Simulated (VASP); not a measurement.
# ZnO (zincite) (P6_3mc) in VASP: notebook

Runs on ZnO (zincite). Level: PBE. Tasks: phonons, electric field gradients.

Everything below comes from runs of VASP 6.6.1. Logs are shortened: lines on timing, memory, paths and dates and some standing lists are left out, and cuts for length are marked.

**What was measured.**

“Electronic structure of alkaline earth and post-transition metal oxides”, 2009, arxiv:0908.1581 quotes, for a bulk crystal of ZnO: band gap 3.37 eV.

The results are compared with them further down.

### 1 Starting point

Symmetry: P6_3mc, No. 186, hexagonal system. The conventional cell has a = 3.279 Å, b = 3.279 Å, c = 5.294 Å, α = 90.00°, β = 90.00°, γ = 120.00°. Around Zn (site symmetry 3m) lie 4 O at 2.00 to 2.01 Å. O (site symmetry 3m) is surrounded by 4 Zn at 2.00 to 2.01 Å.

### 2 Phonons, PBE

File INCAR:

```
SYSTEM = ZnO
ALGO = Fast
EDIFF = 1E-8
ENCUT = 520
GGA = PE
IBRION = 8
ISIF = 2
ISMEAR = 0
LASPH = .True.
LCHARG = .True.
LEPSILON = .True.
LREAL = .False.
LWAVE = .False.
NELM = 100
NSW = 1
PREC = Accurate
SIGMA = 0.01
```

File KPOINTS:

```
k-points
0
Gamma
  9 9 6
  0 0 0
```

File POSCAR:

```
ZnO
1.0
    3.2794441253      0.0000000000      0.0000000000
   -1.6397220626      2.8400819228      0.0000000000
    0.0000000000      0.0000000000      5.2937307530
Zn O
2 2
Direct
    0.3333333333      0.6666666667      0.4999727830
    0.6666666667      0.3333333333     -0.0000272170
    0.6666666667      0.3333333333      0.3790372170
    0.3333333333      0.6666666667      0.8790372170
```

Potentials or basis: VASP PAW PBE potentials, release 64 (Zn, O).

Launch:

```bash
$ cat potpaw_PBE.64/Zn/POTCAR potpaw_PBE.64/O/POTCAR > POTCAR
$ mpirun -np 1 vasp_std > vasp.out
```

OUTCAR:

```text
SYSTEM = ZnO
   EDIFF = 1E-8
   ENCUT = 520
   GGA = PE
   IBRION = 8
   ISIF = 2
   ISMEAR = 0
   LASPH = .True.
   LEPSILON = .True.
   LREAL = .False.
   NELM = 100
   NSW = 1
   PREC = Accurate

 ion  position               nearest neighbor table
   1  0.333  0.667  0.500-   3 2.00   3 2.00   3 2.00   4 2.01
   2  0.667  0.333  1.000-   4 2.00   4 2.00   4 2.00   3 2.01
   3  0.667  0.333  0.379-   1 2.00   1 2.00   1 2.00   2 2.01
   4  0.333  0.667  0.879-   2 2.00   2 2.00   2 2.00   1 2.01

  LATTYP: Found a hexagonal cell.
 ALAT       =     3.2794441253
 C/A-ratio  =     1.6142158704

  Lattice vectors:

 A1 = (   3.2794441253,   0.0000000000,   0.0000000000)
 A2 = (  -1.6397220626,   2.8400819228,   0.0000000000)
 A3 = (   0.0000000000,   0.0000000000,   5.2937307530)

Analysis of symmetry for initial positions (statically):
=====================================================================
 Subroutine PRICEL returns:
 Original cell was already a primitive cell.

 Routine SETGRP: Setting up the symmetry group for a
 hexagonal supercell.

 Subroutine GETGRP returns: Found 12 space group operations
 (whereof  6 operations were pure point group operations)
 out of a pool of 24 trial point group operations.

The static configuration has the point symmetry C_3v.
 The point group associated with its full space group is C_6v.

Analysis of symmetry for dynamics (positions and initial velocities):
=====================================================================
 Subroutine PRICEL returns:
 Original cell was already a primitive cell.

 Routine SETGRP: Setting up the symmetry group for a
 hexagonal supercell.

 Subroutine GETGRP returns: Found 12 space group operations
 (whereof  6 operations were pure point group operations)
 out of a pool of 24 trial point group operations.

The dynamic configuration has the point symmetry C_3v.
 The point group associated with its full space group is C_6v.

 Subroutine INISYM returns: Found 12 space group operations
 (whereof  6 operations are pure point group operations),
 and found     1 'primitive' translations

----------------------------------------------------------------------------------------

                                     Primitive cell

  volume of cell :      49.3052

  direct lattice vectors                    reciprocal lattice vectors
     3.279444125  0.000000000  0.000000000     0.304929726  0.176051260  0.000000000
    -1.639722063  2.840081923  0.000000000     0.000000000  0.352102519  0.000000000
     0.000000000  0.000000000  5.293730753     0.000000000  0.000000000  0.188902694

  length of vectors
     3.279444125  3.279444125  5.293730753     0.352102519  0.352102519  0.188902694

  position of ions in fractional coordinates (direct lattice)
     0.333333333  0.666666667  0.499972783
     0.666666667  0.333333333  0.999972783
     0.666666667  0.333333333  0.379037217
     0.333333333  0.666666667  0.879037217

  ion indices of the primitive-cell ions
   primitive index   ion index
                 1           1
                 2           2
[... 791 lines left out ...]
     0.39441  0.00000  0.00000
     0.00000  0.39441  0.00000
     0.00000  0.00000 -0.79352

[... ionic steps 4 to 9 ...]

--------------------------------------- Ionic step       10  -------------------------------------------

------------------------ aborting loop because EDIFF is reached ----------------------------------------

[... ionic steps 11 to 11 ...]

--------------------------------------- Ionic step       12  -------------------------------------------

 Free energy of the ion-electron system (eV)
  ---------------------------------------------------
  ---------------------------------------------------
  free energy    TOTEN  =        -0.37801391 eV

  energy without entropy =       -0.37801391

------------------------ aborting loop because EDIFF is reached ----------------------------------------

 INTERNAL STRAIN TENSOR  FOR ION    3  DIRECTION 3   (eV/Angst):
 -----------------------------------------------------------------------------
     3.94807  0.00000 -0.00000
     0.00000  3.94807  0.00000
     0.00000 -0.00000 -7.78351

 MACROSCOPIC STATIC DIELECTRIC TENSOR (including local field effects in DFT)
 ------------------------------------------------------
           6.109159     0.000000    -0.000000
           0.000000     6.109159     0.000000
          -0.000000    -0.000000     5.870651
 ------------------------------------------------------

 PIEZOELECTRIC TENSOR (including local field effects)  for field in x, y, z        (e  Angst)
          XX          YY          ZZ          XY          YZ          ZX
  --------------------------------------------------------------------------------
  x    -0.00000     0.00000     0.00000     0.00000     0.00000     1.28018
  y     0.00000     0.00000     0.00000     0.00000     1.28018     0.00000
  z     1.21374     1.21374    -2.44196     0.00000     0.00000     0.00000

 PIEZOELECTRIC TENSOR (including local field effects)  for field in x, y, z        (C/m^2)
          XX          YY          ZZ          XY          YZ          ZX
  --------------------------------------------------------------------------------
  x    -0.00000     0.00000     0.00000     0.00000     0.00000     0.41599
  y     0.00000     0.00000     0.00000     0.00000     0.41599     0.00000
  z     0.39441     0.39441    -0.79352     0.00000     0.00000     0.00000

 BORN EFFECTIVE CHARGES (including local field effects) (in |e|, cummulative output)
 ---------------------------------------------------------------------------------
 ion    1
    1     2.15109     0.00000     0.00000
    2     0.00000     2.15109    -0.00000
    3    -0.00000     0.00000     2.19690
 ion    2
    1     2.15109     0.00000    -0.00000
    2     0.00000     2.15109     0.00000
    3     0.00000     0.00000     2.19690
 ion    3
    1    -2.15109    -0.00000     0.00000
    2    -0.00000    -2.15109    -0.00000
    3    -0.00000     0.00000    -2.19690
 ion    4
    1    -2.15109    -0.00000    -0.00000
    2    -0.00000    -2.15109    -0.00000
    3     0.00000    -0.00000    -2.19690

 INTERNAL STRAIN TENSOR FOR ION    4 for displacements in x,y,z  (eV/Angst):
          X           Y           Z          XY          YZ          ZX
  --------------------------------------------------------------------------------
  x    -0.00000     0.00000     0.00000    -7.22856     0.00000     3.77823
  y    -7.22856     7.22856     0.00000     0.00000     4.09142     0.00000
  z     3.94807     3.94807    -7.78351     0.00000     0.00000    -0.00000

 SECOND DERIVATIVES (NOT SYMMETRIZED)
 ------------------------------------
               1X          1Y          1Z          2X          2Y          2Z          3X          3Y          3Z          4X          4Y          4Z
  1X    -6.923305   -0.000000   -0.000000    0.291689    0.000000    0.000000    6.521226    0.000000    0.000000    0.110390    0.000000    0.000000
  1Y    -0.000000   -6.923305    0.000000    0.000000    0.291689   -0.000000    0.000000    6.521226    0.000000    0.000000    0.110390   -0.000000
  1Z    -0.000000    0.000000  -10.654317    0.000000    0.000000    4.724298   -0.000000    0.000000    1.560105    0.000000   -0.000000    4.369915
  2X     0.291689    0.000000   -0.000000   -6.923305   -0.000000    0.000000    0.110390    0.000000   -0.000000    6.521226    0.000000   -0.000000
  2Y     0.000000    0.291689    0.000000   -0.000000   -6.923305   -0.000000    0.000000    0.110390    0.000000    0.000000    6.521226    0.000000
  2Z    -0.000000    0.000000    4.724298    0.000000   -0.000000  -10.654317   -0.000000    0.000000    4.369915    0.000000    0.000000    1.560105
  3X     6.520945    0.000000    0.000000    0.102809    0.000000   -0.000000   -7.512649   -0.000000    0.000000    0.888895    0.000000   -0.000000
  3Y     0.000000    6.520945    0.000000    0.000000    0.102809   -0.000000   -0.000000   -7.512649    0.000000    0.000000    0.888895    0.000000
  3Z     0.000000   -0.000000    1.516903   -0.000000    0.000000    4.389905    0.000000   -0.000000  -10.649474    0.000000    0.000000    4.742666
  4X     0.102809    0.000000    0.000000    6.520945    0.000000   -0.000000    0.888895    0.000000    0.000000   -7.512649   -0.000000   -0.000000
  4Y     0.000000    0.102809    0.000000    0.000000    6.520945    0.000000    0.000000    0.888895   -0.000000   -0.000000   -7.512649    0.000000
  4Z     0.000000   -0.000000    4.389905    0.000000    0.000000    1.516903   -0.000000    0.000000    4.742666   -0.000000    0.000000  -10.649474

 Eigenvectors and eigenvalues of the dynamical matrix
 ----------------------------------------------------

   1 f  =   15.416648 THz    96.865658 2PiTHz  514.244036 cm-1    63.758106 meV
             X         Y         Z           dx          dy          dz
     -0.000000  1.893388  2.646721     0.000000   -0.000000   -0.083657
      1.639722  0.946694  5.293587    -0.000000    0.000000    0.083657
      1.639722  0.946694  2.006521    -0.000000    0.000000   -0.702141
     -0.000000  1.893388  4.653386     0.000000   -0.000000    0.702141
[... 71 lines left out ...]
  12 f/i=    0.008272 THz     0.051973 2PiTHz    0.275916 cm-1     0.034209 meV
             X         Y         Z           dx          dy          dz
     -0.000000  1.893388  2.646721    -0.000000   -0.000000    0.633559
      1.639722  0.946694  5.293587    -0.000000   -0.000000    0.633559
      1.639722  0.946694  2.006521    -0.000000   -0.000000    0.314010
     -0.000000  1.893388  4.653386    -0.000000   -0.000000    0.314010

--------------------------------------------------------------------------------------------------------

 MACROSCOPIC STATIC DIELECTRIC TENSOR IONIC CONTRIBUTION
 ------------------------------------------------------
           5.124586     0.000000    -0.000000
           0.000000     5.124586     0.000000
          -0.000000     0.000000     5.985707
 ------------------------------------------------------

 ELASTIC MODULI CONTR FROM IONIC RELAXATION (kBar)
 Direction    XX          YY          ZZ          XY          YZ          ZX
 --------------------------------------------------------------------------------
 XX        -584.2013    241.0780    337.8352     -0.0000     -0.0000      0.0000
 YY         241.0780   -584.2013    337.8352     -0.0000     -0.0000      0.0000
 ZZ         337.8352    337.8352   -665.2572      0.0000      0.0000     -0.0000
 XY          -0.0000     -0.0000      0.0000   -412.6397     -0.0000     -0.0000
 YZ          -0.0000      0.0000      0.0000     -0.0000   -149.9927     -0.0000
 ZX          -0.0000      0.0000     -0.0000      0.0000     -0.0000   -144.1611
 --------------------------------------------------------------------------------

 PIEZOELECTRIC TENSOR IONIC CONTR  for field in x, y, z        (C/m^2)
          XX          YY          ZZ          XY          YZ          ZX
  --------------------------------------------------------------------------------
  x    -0.00000     0.00000    -0.00000    -0.00000    -0.00000    -0.80877
  y    -0.00000     0.00000     0.00000    -0.00000    -0.82497    -0.00000
  z    -0.95354    -0.95354     1.87769    -0.00000    -0.00000     0.00000
```

Wall time 13 min (1 thread of AMD EPYC 9R45 (Zen 5), shared host); peak memory 0.61 GiB.

Results:

* Electronic dielectric tensor (diagonal): 6.11, 6.11, 5.87
* Born charges (mean of the diagonal): Zn +2.17; O -2.17 e
* Highest phonon frequency at Γ, LO-TO splitting left out: 514 cm⁻¹

Phonon frequencies in cm⁻¹ (negative: imaginary):
```csv
q point,frequencies
"(0.000, 0.000, 0.000)",0 0 0 91 91 247 354 374 374 405 405 514
```

Electronic dielectric tensor:
```
6.11 0.00 0.00
0.00 6.11 0.00
0.00 0.00 5.87
```

Born effective charge tensors (e):
atom 1, Zn
```
2.15 0.00 0.00
0.00 2.15 0.00
0.00 0.00 2.20
```
atom 2, Zn
```
2.15 0.00 0.00
0.00 2.15 0.00
0.00 0.00 2.20
```
atom 3, O
```
-2.15  0.00  0.00
 0.00 -2.15  0.00
 0.00  0.00 -2.20
```
atom 4, O
```
-2.15  0.00  0.00
 0.00 -2.15  0.00
 0.00  0.00 -2.20
```

### 3 Electric field gradients, PBE

File INCAR:

```
PREC = Accurate
ENCUT = 520
EDIFF = 1E-8
ISMEAR = 0
SIGMA = 0.01
LREAL = False
LASPH = True
NELM = 100
ALGO = Normal
ISIF = 2
LWAVE = False
LCHARG = False
GGA = PE
LEFG = True
NBANDS = 26
```

File KPOINTS:

```
Automatic mesh
0
Gamma
  9 9 6
```

POSCAR is that of step 2.

Potentials or basis: VASP PAW PBE potentials, release 64 (Zn, O).

Launch:

```bash
$ cat potpaw_PBE.64/Zn/POTCAR potpaw_PBE.64/O/POTCAR > POTCAR
$ mpirun -np 1 vasp_std > vasp.out
```

OUTCAR:

```text
PREC = Accurate
   ENCUT = 520
   EDIFF = 1E-8
   ISMEAR = 0
   LREAL = False
   LASPH = True
   NELM = 100
   ISIF = 2
   GGA = PE

 ion  position               nearest neighbor table
   1  0.333  0.667  0.500-   3 2.00   3 2.00   3 2.00   4 2.01
   2  0.667  0.333  1.000-   4 2.00   4 2.00   4 2.00   3 2.01
   3  0.667  0.333  0.379-   1 2.00   1 2.00   1 2.00   2 2.01
   4  0.333  0.667  0.879-   2 2.00   2 2.00   2 2.00   1 2.01

  LATTYP: Found a hexagonal cell.
 ALAT       =     3.2794441253
 C/A-ratio  =     1.6142158704

  Lattice vectors:

 A1 = (   3.2794441253,   0.0000000000,   0.0000000000)
 A2 = (  -1.6397220626,   2.8400819228,   0.0000000000)
 A3 = (   0.0000000000,   0.0000000000,   5.2937307530)

Analysis of symmetry for initial positions (statically):
=====================================================================
 Subroutine PRICEL returns:
 Original cell was already a primitive cell.
[... 903 lines left out ...]
     -0.00000      1.89339      2.64672        -0.000000      0.000000      0.000950
      1.63972      0.94669      5.29359         0.000000     -0.000000      0.000950
      1.63972      0.94669      2.00652        -0.000000      0.000000     -0.000950
     -0.00000      1.89339      4.65339        -0.000000      0.000000     -0.000950
 -----------------------------------------------------------------------------------
    total drift:                               -0.000001     -0.000001     -0.000908

  FREE ENERGIE OF THE ION-ELECTRON SYSTEM (eV)
  ---------------------------------------------------
  free  energy   TOTEN  =       -17.8608446209 eV

  energy  without entropy=      -17.8608446209  energy(sigma->0) =      -17.86084462

 Electric field gradients (V/A^2)
---------------------------------------------------------------------
 ion       V_xx      V_yy      V_zz      V_xy      V_xz      V_yz
---------------------------------------------------------------------
   1      -2.126    -2.124     4.250     0.002    -0.000     0.000
   2      -2.126    -2.124     4.250     0.002     0.000    -0.000
   3       0.492     0.487    -0.980    -0.005     0.000    -0.000
   4       0.492     0.487    -0.980    -0.005    -0.000     0.000
---------------------------------------------------------------------

 Electric field gradients after diagonalization (V/A^2)
 (convention: |V_zz| > |V_xx| > |V_yy|)
----------------------------------------------------------------------
 ion       V_xx      V_yy      V_zz     asymmetry (V_yy - V_xx)/ V_zz
----------------------------------------------------------------------
   1      -2.127    -2.123     4.250       0.001
   2      -2.127    -2.123     4.250       0.001
   3       0.495     0.485    -0.980       0.011
   4       0.495     0.485    -0.980       0.011
----------------------------------------------------------------------

           NMR quadrupolar parameters

 Cq : quadrupolar parameter    Cq=e*Q*V_zz/h
 eta: asymmetry parameters     (V_yy - V_xx)/ V_zz
 Q  : nuclear electric quadrupole moment in mb (millibarn)
----------------------------------------------------------------------
 ion       Cq(MHz)       eta       Q (mb)
----------------------------------------------------------------------
   1       0.010       0.001       1.000
   2       0.010       0.001       1.000
   3      -0.002       0.011       1.000
   4      -0.002       0.011       1.000
----------------------------------------------------------------------
```

Run time: 34 s. Hardware: 1 thread of AMD EPYC 9R45 (Zen 5), shared host; peak memory 0.16 GiB.

What came out:

```
Free energy            : -17.8608 eV
Pressure               : 0.9 GPa
Band gap on the k mesh : 0.73 eV, direct
```

Levels at points of the mesh, in eV from the valence-band top:
| k point | band 16 | band 17 | band 18 | band 19 | band 20 | band 21 |
| --- | --- | --- | --- | --- | --- | --- |
| (0.00, 0.00, 0.00) | -0.08 | 0.00 | 0.00 | 0.73 | 5.09 | 8.07 |
| (0.00, 0.00, 0.50) | -0.37 | -0.37 | -0.37 | 3.36 | 3.36 | 9.91 |

Electric field gradients, principal values (V/Å²):
| atom | Vxx | Vyy | Vzz |
| --- | --- | --- | --- |
| 1 Zn | -2.123 | -2.127 | 4.250 |
| 2 Zn | -2.123 | -2.127 | 4.250 |
| 3 O | 0.485 | 0.495 | -0.980 |
| 4 O | 0.485 | 0.495 | -0.980 |

### 4 Against experiment

Step 3. Measured gap of ZnO: 3.37 eV (quoted in “Electronic structure of alkaline earth and post-transition metal oxides”, 2009, arxiv:0908.1581). This calculation gives 0.73 eV (-2.64 eV). So large a miss can be the level of theory's own, or it may mean another phase, state or a wrong row. The value is that of PBE, without temperature or zero-point motion. Semilocal functionals fall short of measured gaps as a rule.
